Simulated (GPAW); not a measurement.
# Mo (Im-3m) in GPAW: a series of runs

One crystal, Mo, is run at these levels: PBE, revPBE, revPBE+D3(BJ); tasks: relaxation of cell and atoms.

All numbers are computed with GPAW 26.7.0; they aren't measurements. Logs are shortened: lines on timing, memory, paths and dates and some standing lists are left out, and cuts for length are marked. The log counts tension as positive stress, the text compression.

### 1 The structure

The structure is cubic, space group Im-3m (No. 229). Conventional cell: a = 3.168 Å, b = 3.168 Å, c = 3.168 Å, α = 90.00°, β = 90.00°, γ = 90.00°. Mo (site symmetry m-3m) has 8 Mo at 2.74 Å as nearest neighbours.

### 2 Relaxation of cell and atoms, PBE, target pressure 30 GPa, at which the enthalpy is minimised

The input, run.py:

```python
from ase import Atoms
from ase.filters import FrechetCellFilter
from ase.io import write
from ase.optimize import BFGS
from ase.units import GPa
from gpaw import GPAW, PW

atoms = Atoms(['Mo'],
              cell=[[-1.5838089719, 1.5838089719, 1.5838089719],
                    [1.5838089719, -1.5838089719, 1.5838089719],
                    [1.5838089719, 1.5838089719, -1.5838089719]],
              scaled_positions=[[0.0, 0.0, 0.0]],
              pbc=True)

calc = GPAW(mode=PW(600),
            xc='PBE',
            kpts={'size': (12, 12, 12), 'gamma': True},
            occupations={'name': 'fermi-dirac', 'width': 0.05},
            nbands=16,
            convergence={'density': 1e-05, 'forces': 0.0001},
            maxiter=150,
            txt='gpaw.txt')
atoms.calc = calc
opt = BFGS(FrechetCellFilter(atoms, scalar_pressure=30 * GPa), trajectory='relax.traj', logfile='-')
done = opt.run(fmax=0.02, steps=60)
calc.write('gs.gpw')
write('result.traj', atoms)
print('Converged:', done)
print('Cell:', atoms.cell.cellpar().round(4))
print('Volume:', round(atoms.get_volume(), 4))
print(atoms.get_scaled_positions().round(5))
```

Potentials or basis: GPAW PAW data sets (gpaw-data 1.2.1), pw.

Command:

```sh
$ OMP_NUM_THREADS=1 python run.py
```

gpaw.txt:

```text
__  _  _
 | _ |_)|_||  |
 |__||  | ||/\| - 26.7.0

Input parameters:
  mode=PW(ecut=600.0),
  convergence={'density': 1e-05, 'forces': 0.0001},
  kpts=MonkhorstPack(size=(12, 12, 12), gamma=True),
  maxiter=150,
  nbands=16,
  occupations=Occupations(name='fermi-dirac', width=0.05),
  xc=XC(name='PBE')

Diagonalizing LCAO Hamiltonian
Converting LCAO to pw mode

       Mo

Atoms  # Å, Bohr magnetons
|   | symbol |        x |        y |        z |    initial magnetic moments |
|---|--------|----------|----------|----------|-----------------------------|
| 0 |     Mo | 0.000000 | 0.000000 | 0.000000 | ( 0.0000,  0.0000,  0.0000) |

Unit cell  # Å
| periodic |         x |         y |         z |  lengths |     angles |
|----------|-----------|-----------|-----------|----------|------------|
|      yes | -1.583809 |  1.583809 |  1.583809 | 2.743238 | 109.471221 |
|      yes |  1.583809 | -1.583809 |  1.583809 | 2.743238 | 109.471221 |
|      yes |  1.583809 |  1.583809 | -1.583809 | 2.743238 | 109.471221 |

Number of symmetries: 48
Symmetry operations  # r_c * U_cc + t_c -> r_c
|    | kind |            matrix            |
|----|------|------------------------------|
|  0 |  σ   |  1, 1, 1,  0, 0,-1,  0,-1, 0 |
|  1 |  C4  |  1, 1, 1,  0, 0,-1, -1, 0, 0 |
|  2 |  C2  |  1, 1, 1,  0,-1, 0,  0, 0,-1 |
|  3 |  S6  |  1, 1, 1,  0,-1, 0, -1, 0, 0 |
|  4 |  S6  |  1, 1, 1, -1, 0, 0,  0, 0,-1 |
|  5 |  C4  |  1, 1, 1, -1, 0, 0,  0,-1, 0 |
|  6 |  E   |  1, 0, 0,  0, 1, 0,  0, 0, 1 |
|  7 |  σ   |  1, 0, 0,  0, 1, 0, -1,-1,-1 |
|  8 |  σ   |  1, 0, 0,  0, 0, 1,  0, 1, 0 |
[... 203 lines left out ...]
Stress tensor  # eV/Ang^3
|         x |         y |         z |
|-----------|-----------|-----------|
|  0.013867 | -0.000000 | -0.000000 |
| -0.000000 |  0.013867 | -0.000000 |
| -0.000000 | -0.000000 |  0.013867 |

Forces  # eV/Ang
|       x |       y |        z |
|---------|---------|----------|
| 0.00000 | 0.00000 | -0.00000 |  # Mo   0

Interpolating wave functions to new cell

       Mo

Atoms  # Å, Bohr magnetons
|   | symbol |        x |        y |         z |    initial magnetic moments |
|---|--------|----------|----------|-----------|-----------------------------|
| 0 |     Mo | 0.000000 | 0.000000 | -0.000000 | ( 0.0000,  0.0000,  0.0000) |
[... 224 lines left out ...]
Stress tensor  # eV/Ang^3
|         x |         y |         z |
|-----------|-----------|-----------|
| -0.272672 |  0.000000 |  0.000000 |
|  0.000000 | -0.272672 | -0.000000 |
|  0.000000 | -0.000000 | -0.272672 |

Forces  # eV/Ang
|       x |        y |       z |
|---------|----------|---------|
| 0.00000 | -0.00000 | 0.00000 |  # Mo   0

Interpolating wave functions to new cell

       Mo

Atoms  # Å, Bohr magnetons
|   | symbol |        x |        y |         z |    initial magnetic moments |
|---|--------|----------|----------|-----------|-----------------------------|
| 0 |     Mo | 0.000000 | 0.000000 | -0.000000 | ( 0.0000,  0.0000,  0.0000) |
[... 170 lines left out ...]
SCF iterations
|iter     | |      energy | eigst |  dens |force |
|---------|-|-------------|-------|-------|------|
|iter:   1| |  -11.201697 | -0.83 |       |      |
|iter:   2| |  -11.192811 | -3.54 | -1.70 |      |
|iter:   3| |  -11.159676 | -3.00 | -1.75 |      |
|iter:   4| |  -11.161772 | -4.52 | -2.71 |      |
|iter:   5| |  -11.162820c| -4.99 | -2.89 |      |
|iter:   6| |  -11.162822c| -7.34 | -3.95 |      |
|iter:   7| |  -11.162822c| -8.07c| -4.35 |      |
|iter:   8| |  -11.162822c| -9.64c| -5.77c|      |
|iter:   9| |  -11.162822c| -9.96c| -6.09c|-25.41c|

Converged in 9 steps
Energy contributions relative to reference atoms: (reference = -110134.072632)

Energy contributions:
  Kinetic:          -3.709218
  Coulomb:          -0.024148
  Zero:             -0.286936
  External:          0.000000
  Xc:               -7.141541
  Entropy:          -0.001959
  Spinorbit:         0.000000
  ----------------------------
  Free energy:     -11.163801
  Extrapolated:    -11.162822
[... 27 lines left out ...]
Stress tensor  # eV/Ang^3
|         x |         y |         z |
|-----------|-----------|-----------|
| -0.179669 | -0.000000 | -0.000000 |
| -0.000000 | -0.179669 |  0.000000 |
| -0.000000 |  0.000000 | -0.179669 |

Forces  # eV/Ang
|       x |        y |        z |
|---------|----------|----------|
| 0.00000 | -0.00000 | -0.00000 |  # Mo   0

Interpolating wave functions to new cell

       Mo

Atoms  # Å, Bohr magnetons
|   | symbol |        x |        y |         z |    initial magnetic moments |
|---|--------|----------|----------|-----------|-----------------------------|
| 0 |     Mo | 0.000000 | 0.000000 | -0.000000 | ( 0.0000,  0.0000,  0.0000) |
[... 222 lines left out ...]
Stress tensor  # eV/Ang^3
|         x |         y |         z |
|-----------|-----------|-----------|
| -0.187033 | -0.000000 |  0.000000 |
| -0.000000 | -0.187033 |  0.000000 |
|  0.000000 |  0.000000 | -0.187033 |

Forces  # eV/Ang
|       x |        y |       z |
|---------|----------|---------|
| 0.00000 | -0.00000 | 0.00000 |  # Mo   0

# Writing to gs.gpw (mode='')
```

Wall time 28 s (1 thread of Arm Neoverse V2, shared host); peak memory 0.18 GiB.

What came out:

```
Free energy                                            : -11.1556 eV
Relaxed volume                                         : 14.34 Å³/atom
Relaxed cell                                           : a = 2.651 Å, b = 2.651 Å, c = 2.651 Å, α = 109.47°, β = 109.47°, γ = 109.47°
Space group after relaxing (to 0.05 Å)                 : Im-3m (No. 229)
Energy change on relaxing (the enthalpy is what falls) : +121.8 meV/atom
Ionic steps                                            : 4
Pressure after relaxing                                : 30.0 GPa
Band gap on the k mesh                                 : none (metal or under the smearing width)
```

Step by step:
```
step  energy change (eV)  largest force (eV/Å)  pressure (GPa)  volume (Å³)
   1              0.0000                0.0000           -2.22        15.89
   2              0.2315                0.0000           43.69        13.86
   3              0.1135                0.0000           28.79        14.38
   4              0.1218                0.0000           29.97        14.34
```

Final structure:
```
Mo
1.0
    -1.53032    1.53032    1.53032
     1.53032   -1.53032    1.53032
     1.53032    1.53032   -1.53032
Mo
1
Direct
  0.00000 0.00000 0.00000
```

Caveat: later steps reuse the first step's grids.

### 3 Relaxation of cell and atoms, revPBE

The input, run.py:

```python
from ase.filters import FrechetCellFilter
from ase.io import read, write
from ase.optimize import BFGS
from gpaw import GPAW, PW

atoms = read('Mo.xyz')

calc = GPAW(mode=PW(600),
            xc='revPBE',
            kpts={'size': (12, 12, 12), 'gamma': True},
            occupations={'name': 'fermi-dirac', 'width': 0.05},
            nbands=16,
            convergence={'density': 1e-05, 'forces': 0.0001},
            maxiter=150,
            txt='gpaw.txt')
atoms.calc = calc
opt = BFGS(FrechetCellFilter(atoms), trajectory='relax.traj', logfile='-')
done = opt.run(fmax=0.02, steps=60)
calc.write('gs.gpw')
write('result.traj', atoms)
print('Converged:', done)
print('Cell:', atoms.cell.cellpar().round(4))
print('Volume:', round(atoms.get_volume(), 4))
print(atoms.get_scaled_positions().round(5))
```

The input, Mo.xyz:

```xyz
1
Lattice="-1.5838089719 1.5838089719 1.5838089719 1.5838089719 -1.5838089719 1.5838089719 1.5838089719 1.5838089719 -1.5838089719" Properties=species:S:1:pos:R:3 pbc="T T T"
Mo     0.0000000000      0.0000000000      0.0000000000
```

Potentials or basis: the program's PAW data sets (release 1.2.1) made for this functional, pw.

Command:

```sh
$ OMP_NUM_THREADS=1 python run.py
```

It took 14 s on 1 thread of Arm Neoverse V2, shared host; peak memory 0.15 GiB.

It converged, with:

```
Free energy                            : -10.8286 eV
Relaxed volume                         : 15.92 Å³/atom
Relaxed cell                           : a = 2.745 Å, b = 2.745 Å, c = 2.745 Å, α = 109.47°, β = 109.47°, γ = 109.47°
Space group after relaxing (to 0.05 Å) : Im-3m (No. 229)
Energy gained by relaxing              : 0.1 meV/atom
Ionic steps                            : 2
Pressure after relaxing                : 0.0 GPa
Band gap on the k mesh                 : none (metal or under the smearing width)
```

Final structure:
```yaml
crystal:
  lattice:
    - [-1.58489, 1.58489, 1.58489]
    - [1.58489, -1.58489, 1.58489]
    - [1.58489, 1.58489, -1.58489]
  atoms:
    - { symbol: Mo, position: [0.00000, 0.00000, 0.00000] }
```

Levels at points of the mesh, in eV from the Fermi level:
```csv
k point,band 3,band 4,band 5,band 6,band 7,band 8,band 9,band 10,band 11,band 12
"(0.00, 0.00, 0.00)",-34.65,-34.65,-7.05,-1.26,-1.26,-1.26,1.64,1.64,15.16,15.16
"(0.50, 0.50, 0.00)",-35.06,-34.66,-5.08,-3.21,1.60,1.66,2.26,4.60,11.38,12.16
"(0.50, 0.50, 0.50)",-35.54,-35.54,-5.18,-5.18,3.87,3.87,3.87,9.03,9.03,9.03
```

Caveat: later steps reuse the first step's grids.

### 4 Relaxation of cell and atoms, revPBE+D3(BJ)

run.py, as its differences from that of step 3:

```diff
@@ -1 +1,2 @@
+from ase.calculators.mixing import SumCalculator
 from ase.filters import FrechetCellFilter
@@ -3,2 +4,3 @@
 from ase.optimize import BFGS
+from dftd3.ase import DFTD3
 from gpaw import GPAW, PW
@@ -15,3 +17,3 @@
             txt='gpaw.txt')
-atoms.calc = calc
+atoms.calc = SumCalculator([calc, DFTD3(method='revpbe', damping='d3bj')])
 opt = BFGS(FrechetCellFilter(atoms), trajectory='relax.traj', logfile='-')
```

Mo.xyz is that of step 3.

Command:

```sh
$ OMP_NUM_THREADS=1 python run.py
```

It took 21 s on 1 thread of Arm Neoverse V2, shared host; peak memory 0.17 GiB.

It converged, with:

- Free energy: -12.1732 eV
- Relaxed volume: 15.08 Å³/atom
- Relaxed cell: a = 2.696 Å, b = 2.696 Å, c = 2.696 Å, α = 109.47°, β = 109.47°, γ = 109.47°
- Space group after relaxing (to 0.05 Å): Im-3m (No. 229)
- Energy gained by relaxing: 35.9 meV/atom
- Ionic steps: 3
- Pressure after relaxing: -0.1 GPa
- Band gap on the k mesh: none (metal or under the smearing width)
- Dispersion energy per atom: -1.384 eV

The path:
```tsv
step	energy change (eV)	largest force (eV/Å)	pressure (GPa)	volume (Å³)
1	0.0000	0.0000	-13.45	15.89
2	-0.0356	0.0000	1.25	15.01
3	-0.0359	0.0000	-0.08	15.08
```

Final structure:
```
Mo
1.0
    -1.55630    1.55630    1.55630
     1.55630   -1.55630    1.55630
     1.55630    1.55630   -1.55630
Mo
1
Cartesian
  0.0000 0.0000 0.0000
```

Levels at points of the mesh, in eV from the Fermi level:
```csv
k point,band 5,band 6,band 7,band 8,band 9,band 10
"(0.00, 0.00, 0.00)",-7.21,-1.36,-1.36,-1.36,1.74,1.74
"(0.50, 0.50, 0.00)",-5.40,-3.46,1.80,1.82,2.44,4.99
"(0.50, 0.50, 0.50)",-5.59,-5.59,4.19,4.19,4.19,9.48
```

Caveat: later steps reuse the first step's grids; pairwise dispersion overbinds metals, which lowers pressure and volume.

### 5 Overview

```csv
level,potentials or basis,cell,target pressure,gap on the mesh (eV),pressure (GPa),relaxed volume (Å³/atom)
PBE,"GPAW PAW data sets (gpaw-data 1.2.1), pw",relaxed to 30 GPa,30 GPa,none,30.0,-
revPBE,"the program's PAW data sets (release 1.2.1) made for this functional, pw",relaxed,-,none,0.0,15.92
revPBE+D3(BJ),"the program's PAW data sets (release 1.2.1) made for this functional, pw",relaxed,-,none,-0.1,15.08
```

Alike in all rows: task relaxation of cell and atoms; no spin polarisation; k mesh 12 × 12 × 12; cutoff (eV) 600; smearing fermi-dirac 0.05 eV.

Caveats: later steps reuse the first step's grids; pairwise dispersion overbinds metals, which lowers pressure and volume (some runs).

Absolute energies hang on the potentials; compare differences alone.
